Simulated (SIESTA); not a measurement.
Crystal: BaZrO3.

```xyz
5
Lattice="4.1913 0.0000 0.0000 0.0000 4.1913 0.0000 0.0000 0.0000 4.1913" Properties=species:S:1:pos:R:3 pbc="T T T"
Ba    0.0000    0.0000    0.0000
Zr    2.0957    2.0957    2.0957
O     2.0957    2.0957    0.0000
O     2.0957    0.0000    2.0957
O     0.0000    2.0957    2.0957
```

Program: SIESTA 5.4.2. Alike in all runs: no spin polarisation; cell as given; k mesh 6 × 6 × 6; smearing fermi-dirac 0.05 eV; grid cutoff 800 Ry; energy shift 0.003 Ry.

Order these runs on this cell by their pressure, lowest first.
A. level PBEsol; potentials or basis PseudoDojo 0.4 standard (PBEsol files), DZP (energy shift 0.003 Ry; two zetas on semicore shells; d shell added on Ba)
B. level LDA; potentials or basis PseudoDojo 0.4 standard (LDA files), DZP (energy shift 0.003 Ry; two zetas on semicore shells; d shell added on Ba)
C. level BLYP; potentials or basis PseudoDojo 0.4 standard (PBE files), DZP (energy shift 0.003 Ry; two zetas on semicore shells; d shell added on Ba)
D. level PBE; potentials or basis PseudoDojo 0.4 standard (PBE files), DZP (energy shift 0.003 Ry; two zetas on semicore shells; d shell added on Ba)

B (-2.2 GPa), A (1.7 GPa), D (7.1 GPa), C (12.6 GPa).

Caveats: this set's barium file shifts pressures by up to 1 GPa against other sets; the basis of atomic orbitals isn't converged, which shifts pressures, moduli and gaps; the potentials were made for another functional, which shifts forces and pressure (some runs).

Not every run made on this cell is shown here.
